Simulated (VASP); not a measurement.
# BaS (Fm-3m) in VASP: notebook

One crystal, BaS, is run at these levels: PBE+D3(BJ); tasks: single point, relaxation of cell and atoms.

Everything below comes from runs of VASP 6.6.1. Logs are shortened: lines on timing, memory, paths and dates and some standing lists are left out, and cuts for length are marked.

**The experiment to reproduce.**

A printed reference work, monograph, original work of 1988 reports, for a bulk crystal of BaS at 2 K: band gap 3.806 eV (indirect).

How close the calculation comes is told below.

## (1) The structure

The structure is cubic, space group Fm-3m (No. 225). The conventional cell has a = 6.361 Å, b = 6.361 Å, c = 6.361 Å, α = 90.00°, β = 90.00°, γ = 90.00°. Ba (site symmetry m-3m) has 6 S at 3.18 Å as nearest neighbours. S (site symmetry m-3m) is surrounded by 6 Ba at 3.18 Å.

The cell is a database's computed one.

## (2) Single point, PBE+D3(BJ)

INCAR reads:

```
SYSTEM = BaS
ALGO = Fast ; EDIFF = 1E-6
ENCUT = 520 ; GGA = PE
ISIF = 2 ; ISMEAR = 0
IVDW = 12 ; LASPH = .True.
LCHARG = .True. ; LELF = .True.
LREAL = .False. ; LVHAR = .True.
LWAVE = .False. ; NBANDS = 15
NELM = 100 ; PREC = Accurate
SIGMA = 0.02
```

KPOINTS reads:

```
k-points
0
Gamma
  8 8 8
  0 0 0
```

POSCAR reads:

```
BaS
1.0
    0.0000000000      3.1804359693      3.1804359693
    3.1804359693      0.0000000000      3.1804359693
    3.1804359693      3.1804359693      0.0000000000
Ba S
1 1
Direct
    0.0000000000      0.0000000000      0.0000000000
    0.5000000000      0.5000000000      0.5000000000
```

Potentials or basis: VASP PAW PBE potentials, release 64 (Ba_sv, S).

Command:

```sh
$ cat potpaw_PBE.64/Ba_sv/POTCAR potpaw_PBE.64/S/POTCAR > POTCAR
$ mpirun -np 1 vasp_std > vasp.out
```

OUTCAR:

```text
SYSTEM = BaS
   EDIFF = 1E-6
   ENCUT = 520
   GGA = PE
   ISIF = 2
   ISMEAR = 0
   IVDW = 12
   LASPH = .True.
   LREAL = .False.
   NELM = 100
   PREC = Accurate
 IVDW          = 12

 ion  position               nearest neighbor table
   1  0.000  0.000  0.000-   2 3.18   2 3.18   2 3.18   2 3.18   2 3.18   2 3.18
   2  0.500  0.500  0.500-   1 3.18   1 3.18   1 3.18   1 3.18   1 3.18   1 3.18

  LATTYP: Found a face centered cubic cell.
 ALAT       =     6.3608719386

  Lattice vectors:

 A1 = (   0.0000000000,   3.1804359693,   3.1804359693)
 A2 = (   3.1804359693,   0.0000000000,   3.1804359693)
 A3 = (   3.1804359693,   3.1804359693,   0.0000000000)

Analysis of symmetry for initial positions (statically):
=====================================================================
 Subroutine PRICEL returns:
 Original cell was already a primitive cell.

 Routine SETGRP: Setting up the symmetry group for a
 face centered cubic supercell.

 Subroutine GETGRP returns: Found 48 space group operations
 (whereof 48 operations were pure point group operations)
 out of a pool of 48 trial point group operations.

The static configuration has the point symmetry O_h .

Analysis of symmetry for dynamics (positions and initial velocities):
=====================================================================
 Subroutine PRICEL returns:
 Original cell was already a primitive cell.

 Routine SETGRP: Setting up the symmetry group for a
 face centered cubic supercell.

 Subroutine GETGRP returns: Found 48 space group operations
 (whereof 48 operations were pure point group operations)
 out of a pool of 48 trial point group operations.

The dynamic configuration has the point symmetry O_h .

 Subroutine INISYM returns: Found 48 space group operations
 (whereof 48 operations are pure point group operations),
 and found     1 'primitive' translations

----------------------------------------------------------------------------------------

                                     Primitive cell

  volume of cell :      64.3413

  direct lattice vectors                    reciprocal lattice vectors
     0.000000000  3.180435969  3.180435969    -0.157211151  0.157211151  0.157211151
     3.180435969  0.000000000  3.180435969     0.157211151 -0.157211151  0.157211151
     3.180435969  3.180435969  0.000000000     0.157211151  0.157211151 -0.157211151

  length of vectors
     4.497815682  4.497815682  4.497815682     0.272297701  0.272297701  0.272297701

  position of ions in fractional coordinates (direct lattice)
     0.000000000  0.000000000  0.000000000
     0.500000000  0.500000000  0.500000000

  ion indices of the primitive-cell ions
   primitive index   ion index
                 1           1
                 2           2

----------------------------------------------------------------------------------------

 KPOINTS: k-points

Automatic generation of k-mesh.
 Grid dimensions read from file:
 generate k-points for:    8    8    8

 Generating k-lattice:

  Cartesian coordinates                     Fractional coordinates (reciprocal lattice)
    -0.019651394  0.019651394  0.019651394     0.125000000  0.000000000  0.000000000
     0.019651394 -0.019651394  0.019651394     0.000000000  0.125000000  0.000000000
     0.019651394  0.019651394 -0.019651394     0.000000000  0.000000000  0.125000000

  Length of vectors
     0.034037213  0.034037213  0.034037213

  Shift w.r.t. Gamma in fractional coordinates (k-lattice)
     0.000000000  0.000000000  0.000000000

 Subroutine IBZKPT returns following result:
 ===========================================

 Found     29 irreducible k-points:

 Following reciprocal coordinates:
            Coordinates               Weight
  0.000000  0.000000  0.000000      1.000000
  0.125000  0.000000  0.000000      8.000000
  0.250000  0.000000  0.000000      8.000000
  0.375000  0.000000  0.000000      8.000000
  0.500000  0.000000  0.000000      4.000000
  0.125000  0.125000  0.000000      6.000000
[... 16 lines left out ...]
  0.500000  0.250000  0.125000     48.000000
 -0.375000  0.250000  0.125000     24.000000
 [... further k-points ...]
   k-points           NKPTS =     29   k-points in BZ     NKDIM =     29   number of bands    NBANDS=     15
   number of dos      NEDOS =    301   number of ions     NIONS =      2
   total plane-waves  NPLWV =  46656
   dimension x,y,z NGX =    36 NGY =   36 NGZ =   36
   dimension x,y,z NGXF=    72 NGYF=   72 NGZF=   72
   ions per type =               1   1
   NGX,Y,Z   is equivalent  to a cutoff of  13.31, 13.31, 13.31 a.u.
   NGXF,Y,Z  is equivalent  to a cutoff of  26.61, 26.61, 26.61 a.u.
 SYSTEM =  BaS
   PREC   = accura    normal or accurate (medium, high low for compatibility)
   ISTART =      0    job   : 0-new  1-cont  2-samecut
   ICHARG =      2    charge: 1-file 2-atom 10-const
   ISPIN  =      1    spin polarized calculation?
   LNONCOLLINEAR =      F non collinear calculations
   LSORBIT =      F    spin-orbit coupling
   LASPH  =      T    aspherical Exc in radial PAW
   ENCUT  =  520.0 eV  38.22 Ry    6.18 a.u.   8.36  8.36  8.36*2*pi/ulx,y,z
   NELM   =    100;   NELMIN=  2; NELMDL= -5     # of ELM steps
   EDIFF  = 0.1E-05   stopping-criterion for ELM
   LREAL  =      F    real-space projection
   EDIFFG = 0.1E-04   stopping-criterion for IOM
   NSW    =      0    number of steps for IOM
   IBRION =     -1    ionic relax: 0-MD 1-quasi-New 2-CG
   NFREE  =      0    steps in history (QN), initial steepest desc. (CG)
   ISIF   =      2    stress and relaxation
   ISYM   =      2    0-nonsym 1-usesym 2-fastsym
   POTIM  = 0.5000    time-step for ionic-motion
   TEBEG  =    0.0;   TEEND  =   0.0 temperature during run
   PSTRESS=    0.0 pullay stress
   NELECT =      16.0000    total number of electrons
   NUPDOWN=      -1.0000    fix difference up-down
   EMIN   =  10.00;   EMAX   =-10.00  energy-range for DOS
   EFERMI =   0.00;   METHOD = LEGACY
   ISMEAR =     0;   SIGMA  =   0.02  broadening in eV -4-tet -1-fermi 0-gaus
   EFERMI_NEDOS =   21; number of points for ismear=-14 and -15
   IALGO  =     68    algorithm
   IMIX   =      4    mixing-type and parameters
     AMIX     =   0.40;   BMIX     =  1.00
     AMIX_MAG =   1.60;   BMIX_MAG =  1.00
  volume/ion in A,a.u.               =      32.17       217.10
  Fermi-wavevector in a.u.,A,eV,Ry     =   1.029481  1.945436 14.419867  1.059830
  Thomas-Fermi vector in A             =   2.163530
   LORBIT       =      0    0 simple, 1 ext, 2 COOP (PROOUT), +10 PAW based schemes
   GGA     = PE    functional components
   LHFCALC =     F    Hartree Fock is set to
   AEXX    =    0.0000 exact exchange contribution
   IVDW    =    12    specifies the selected vdW correction
   LEPSILON=     F    determine dielectric tensor
   LRPA    =     F    only Hartree local field effects (RPA)
 non-spin polarized calculation
 RMM-DIIS sequential band-by-band and
 Gauss-broadening in eV      SIGMA  =   0.02
  energy-cutoff  :      520.00
  volume of cell :       64.34
 maximum number of plane-waves:      1759
 NGX is ok and might be reduce to    36
   NGX = 17   NGY = 17   NGZ = 17

 number of electron      16.0000000 magnetization

 Free energy of the ion-electron system (eV)
  ---------------------------------------------------
  ext. energy  EPLUGINS =         0.00000000
  ---------------------------------------------------
  free energy    TOTEN  =       -10.17587193 eV

  energy without entropy =      -10.17587193  energy(sigma->0) =      -10.17587193

 E-fermi :   1.7072     XC(G=0):  -8.6781

 val. band max:        1.5194464324   @ k =   0.0000   0.0000   0.0000
 cond. band min:       3.6048461365   @ k =   0.5000   0.5000   0.0000
 fundamental gap:      2.0853997041
 Fermi energy:         1.7072381045

 k-point     1 :       0.0000    0.0000    0.0000
  band No.  band energies     occupation
      1     -24.5159      2.00000
      2      -9.5699      2.00000
      3      -9.5699      2.00000
      4      -9.5699      2.00000
      5      -8.8605      2.00000
      6       1.5194      2.00000
      7       1.5194      2.00000
      8       1.5194      2.00000
      9       5.1809      0.00000
     10       5.3893      0.00000
     11       5.3893      0.00000
     12       5.3893      0.00000
     13       6.3283      0.00000
     14       6.3283      0.00000
     15      10.2758      0.00000

 k-point     2 :       0.1250    0.0000    0.0000
  band No.  band energies     occupation
      1     -24.5089      2.00000
      2      -9.8982      2.00000
      3      -9.5758      2.00000
      4      -9.5758      2.00000
      5      -8.5188      2.00000
      6       1.1058      2.00000
      7       1.3036      2.00000
      8       1.3036      2.00000
      9       5.3946      0.00000
     10       5.6263      0.00000
     11       5.6263      0.00000
     12       5.7854      0.00000
     13       6.7923      0.00000
     14       6.7923      0.00000
     15      10.9081      0.00000

 k-point     3 :       0.2500    0.0000    0.0000
  band No.  band energies     occupation
      1     -24.4921      2.00000
      2     -10.3444      2.00000
      3      -9.5899      2.00000
      4      -9.5899      2.00000
      5      -8.0379      2.00000
      6       0.3566      2.00000
      7       0.8779      2.00000
      8       0.8779      2.00000
      9       5.6326      0.00000
     10       6.2888      0.00000
     11       6.2888      0.00000
     12       6.9791      0.00000
     13       7.9530      0.00000
     14       7.9530      0.00000
     15      12.1800      0.00000
[... 343 lines left out ...]
 k-point    23 :       0.5000    0.2500    0.1250
  band No.  band energies     occupation
      1     -24.4665      2.00000
      2     -10.4969      2.00000
      3      -9.7631      2.00000
      4      -9.6543      2.00000
      5      -7.9185      2.00000
      6       0.0456      2.00000
      7       0.5851      2.00000
      8       0.9767      2.00000
      9       5.3987      0.00000
     10       7.1709      0.00000
     11       7.7116      0.00000
     12       7.8847      0.00000
     13       9.0669      0.00000
     14      10.3340      0.00000
     15      11.0094      0.00000

 k-point    24 :      -0.3750    0.2500    0.1250
  band No.  band energies     occupation
      1     -24.4609      2.00000
      2     -10.5482      2.00000
      3      -9.7732      2.00000
      4      -9.6796      2.00000
      5      -7.8766      2.00000
      6       0.0178      2.00000
      7       0.6418      2.00000
      8       0.7259      2.00000
      9       6.2291      0.00000
     10       6.4116      0.00000
     11       8.2292      0.00000
     12       8.4804      0.00000
     13       9.4367      0.00000
     14      10.3569      0.00000
     15      11.0629      0.00000

 [... further k-points ...]

------------------------ aborting loop because EDIFF is reached ----------------------------------------

 Edisp (eV)   -0.56221

 E8    (eV) :    -0.2766

  FORCE on cell =-STRESS in cart. coord.  units (eV):
  Direction    XX          YY          ZZ          XY          YZ          ZX
  --------------------------------------------------------------------------------------
  -------------------------------------------------------------------------------------
  Total       0.23862     0.23862     0.23862    -0.00000     0.00000    -0.00000
  in kB       5.94191     5.94191     5.94191    -0.00000     0.00000    -0.00000
  external pressure =        5.94 kB  Pullay stress =        0.00 kB

 VOLUME and BASIS-vectors are now :
 -----------------------------------------------------------------------------
  energy-cutoff  :      520.00
  volume of cell :       64.34
      direct lattice vectors                 reciprocal lattice vectors
     0.000000000  3.180435969  3.180435969    -0.157211151  0.157211151  0.157211151
     3.180435969  0.000000000  3.180435969     0.157211151 -0.157211151  0.157211151
     3.180435969  3.180435969  0.000000000     0.157211151  0.157211151 -0.157211151

 POSITION                                       TOTAL-FORCE (eV/Angst)
 -----------------------------------------------------------------------------------
      0.00000      0.00000      0.00000        -0.000000     -0.000000     -0.000000
      3.18044      3.18044      3.18044         0.000000      0.000000      0.000000
 -----------------------------------------------------------------------------------
    total drift:                                0.000000      0.000000      0.000000

  FREE ENERGIE OF THE ION-ELECTRON SYSTEM (eV)
  ---------------------------------------------------
  free  energy   TOTEN  =       -10.7380781511 eV

  energy  without entropy=      -10.7380781511  energy(sigma->0) =      -10.73807815
```

It took 37 s on 1 thread of Intel Xeon Platinum 8559C (Emerald Rapids), shared host; peak memory 0.22 GiB.

Results:

```
Free energy                : -10.7381 eV
Pressure                   : 0.6 GPa
Band gap on the k mesh     : 2.09 eV, indirect (least direct gap 2.22 eV)
Dispersion energy per atom : -0.281 eV
```

Caveat: spin-orbit coupling is left out, which moves the levels of the heavy elements.

## (3) Relaxation of cell and atoms, PBE+D3(BJ)

This run uses another cell than the first one, of 33.56 Å³/atom, 1.043 times its volume.

INCAR reads:

```
SYSTEM = BaS
  ALGO = Fast
  EDIFF = 1E-6
  EDIFFG = -0.02
  ENCUT = 600
  GGA = PE
  IBRION = 2
  ISIF = 3
  ISMEAR = 0
  IVDW = 12
  LASPH = .True.
  LCHARG = .False.
  LREAL = .False.
  LWAVE = .False.
  NELM = 100
  NSW = 70
  PREC = Accurate
  SIGMA = 0.02
```

KPOINTS is that of step 2.

POSCAR reads:

```
BaS
1.0
    0.0000000000      3.2256755800      3.2256755800
    3.2256755800      0.0000000000      3.2256755800
    3.2256755800      3.2256755800      0.0000000000
Ba S
1 1
Direct
    0.0000000000      0.0000000000      0.0000000000
    0.5000000000      0.5000000000      0.5000000000
```

Potentials or basis: VASP PAW PBE potentials, release 64 (Ba_sv, S).

Command:

```sh
$ cat potpaw_PBE.64/Ba_sv/POTCAR potpaw_PBE.64/S/POTCAR > POTCAR
$ mpirun -np 1 vasp_std > vasp.out
```

It took 62 s on 1 thread of Intel Xeon Platinum 8559C (Emerald Rapids), shared host; peak memory 0.24 GiB.

The run converged. Its results:

* Free energy: -10.7403 eV
* Relaxed volume: 32.60 Å³/atom
* Relaxed cell: a = 4.518 Å, b = 4.518 Å, c = 4.518 Å, α = 60.00°, β = 60.00°, γ = 60.00°
* Space group after relaxing (to 0.05 Å): Fm-3m (No. 225)
* Energy gained by relaxing: 3.8 meV/atom
* Ionic steps: 3
* Pressure after relaxing: 0.0 GPa
* Band gap on the k mesh: 2.11 eV, indirect (least direct gap 2.25 eV)
* Dispersion energy per atom: -0.277 eV

Step by step:
```tsv
step	energy change (eV)	largest force (eV/Å)	pressure (GPa)	volume (Å³)
1	0.0000	0.0000	-1.22	67.13
2	-0.0069	0.0000	0.36	64.68
3	-0.0075	0.0000	0.00	65.20
```

Final structure:
```
Ba S
1.0
     0.00000    3.19445    3.19445
     3.19445    0.00000    3.19445
     3.19445    3.19445    0.00000
Ba S
1 1
Direct
  0.00000 0.00000 0.00000
  0.50000 0.50000 0.50000
```

Levels at points of the mesh, in eV from the valence-band top:
```csv
k point,band 5,band 6,band 7,band 8,band 9,band 10,band 11,band 12
"(0.00, 0.00, 0.00)",-10.36,0.00,0.00,0.00,3.60,3.87,3.87,3.87
"(0.50, 0.00, 0.00)",-9.12,-1.93,-1.09,-1.09,5.54,5.69,6.31,6.31
"(0.50, 0.50, 0.00)",-10.27,-0.52,-0.14,-0.14,2.11,5.93,6.02,7.52
```

Caveat: spin-orbit coupling is left out, which moves the levels of the heavy elements.

## (4) Comparison with measurements

Step 2. A measured gap of BaS is 3.806 eV (indirect; 2 K; a printed reference work, monograph, original work of 1988); the calculated 2.09 eV misses it by -1.72 eV. Spin-orbit coupling on Ba is left out. The value is that of PBE+D3(BJ) on a finite k mesh, which can miss the band edges, without temperature or zero-point motion. Semilocal functionals fall short of measured gaps as a rule. The cell is a database's relaxed one, not the measured one, which moves gaps too.
